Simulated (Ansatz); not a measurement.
Crystal: Sn.

```xyz
2
Lattice="-2.9401 2.9401 1.5993 2.9401 -2.9401 1.5993 2.9401 2.9401 -1.5993" Properties=species:S:1:pos:R:3 pbc="T T T"
Sn    0.0000    0.0000    0.0000
Sn    0.0000    2.9401    0.7997
```

| Quantity | Value |
| --- | --- |
| Program | Ansatz 0.2.0 |
| Task | relaxation of cell and atoms |
| Functional | RPBE |
| Potentials or basis | all-electron LAPW, scalar-relativistic |
| Basis error allowed | 0.001 eV/atom |
| k mesh | 9 × 9 × 9 |
| Occupations | fermi-dirac, width 0.05 eV |
| Spin | no spin polarisation |

At the start: volume 27.65 Å³/atom.

Task: Where does the relaxation end?

Result: Over 5 steps the energy falls by 13.9 meV/atom and the volume is 29.28 Å³/atom (+5.9 %); space group I4_1/amd (No. 141, to 0.05 Å).

The path:
```tsv
step	energy change (eV)	largest force (eV/Å)	volume (Å³)
1	0.0000	0.0000	55.30
2	-0.0254	0.0000	59.60
3	-0.0278	0.0000	58.67
4	-0.0278	0.0000	58.57
5	-0.0278	0.0000	58.57
```

Final structure:
```
Sn
1.0
    -3.00040    3.00040    1.62650
     3.00040   -3.00040    1.62650
     3.00040    3.00040   -1.62650
Sn
2
Direct
  0.00000 0.00000 0.00000
  0.75000 0.25000 0.50000
```
